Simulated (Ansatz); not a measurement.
All numbers below come from DFT PBE, scalar-relativistic, plane waves, PAW in Ansatz. All cells share a 420 eV cutoff and Γ-centred k meshes spaced at most about 0.3 Å⁻¹ (about 0.25 or finer for metals, 2π included). No spin polarisation in the final relaxations.

Temperature and zero-point effects are left out.

Two relaxed structures of BiSe3:

A.

Space group Pm-3n (No. 223). a = 5.730 Å, b = 5.730 Å, c = 5.730 Å, α = 90.00°, β = 90.00°, γ = 90.00°
```csv
atom,site,symmetry,x,y,z
Bi,2a,m-3.,0.0000,0.0000,0.0000
Se,6c,-4m.2,0.0000,0.5000,0.2500
```

B.

Space group Fm-3m (No. 225). a = 7.197 Å, b = 7.197 Å, c = 7.197 Å, α = 90.00°, β = 90.00°, γ = 90.00°
| atom | site | symmetry | x | y | z |
| --- | --- | --- | --- | --- | --- |
| Bi | 4b | m-3m | 0.5000 | 0.0000 | 0.0000 |
| Se | 8c | -43m | 0.2500 | 0.7500 | 0.7500 |
| Se | 4a | m-3m | 0.0000 | 0.0000 | 0.0000 |

Task: Which form is favoured at zero pressure, and by what margin per atom?

Result: A is lower, by 33 meV/atom. A has space group Pm-3n (No. 223), 23.5 Å³/atom and no gap on its mesh; B has the BiF3 (D0_3) type, space group Fm-3m (No. 225), 23.3 Å³/atom and no gap. Counting Se atoms around Bi (those within 1.25 times the shortest such distance or 1.15 times the sum of covalent radii, 1.27 where that leaves under three; a plus sign parts nearer from farther groups; the shortest distance is added where it exceeds 1.18 times the sum of covalent radii), A has Bi 12 from 3.2 Å and B has Bi 8+6. Even the lower one lies +0.22 eV/atom against the reference forms of the elements (uncorrected), so neither is stable at this level. In A, around Bi lie 12 Se at 3.20 Å; Se is surrounded by 2 Se at 2.86 Å, 4 Bi at 3.20 Å and 8 Se at 3.51 Å. In B, Bi has 8 Se at 3.12 Å and 6 Se at 3.60 Å; Se on a site of symmetry -43m is surrounded by 4 Bi at 3.12 Å, 4 Se at 3.12 Å and 6 Se at 3.60 Å; Se on a site of symmetry m-3m is surrounded by 8 Se at 3.12 Å and 6 Bi at 3.60 Å. Both come from invented guesses. A third cell relaxed alike, in P4/mbm, lies 120 meV/atom below the lower of the two.

Spin–orbit coupling, which can matter for Bi, is left out. In Fm-3m an odd number of electrons in the primitive cell allows no gap without spin; a larger cell or a magnetic state could open one. A magnetic state wasn't ruled out in cells without spin, among them Pm-3n, Fm-3m. Cells relaxed within their symmetry can be saddle points.

The A15-like form A is favoured over the BiF3-type form B by 33 meV/atom, but this ranks two unfavourable structures and does not identify a ground state: the P4/mbm cell lies well below both. The near-equal volumes suggest that packing density does not decide the order. A more likely factor is the Se chains in A, whose 2.86 Å contacts allow some p-orbital overlap, whereas the shortest Se–Se distance in B is 3.12 Å. Even the chain contacts are much longer than a normal Se–Se single bond, so they are at best weak, delocalised links.

Both structures suit the elements poorly. Selenium usually forms two short covalent bonds, and Bi(III) favours a few short bonds, often with an off-centre lone pair. The inversion-symmetric Bi sites forbid the on-site s–p mixing behind such a distortion, probably contributing to the positive energies. The P4/mbm cell also remains above the elements, and the well-known compound Bi2Se3 makes decomposition into that phase and selenium a still stricter test.
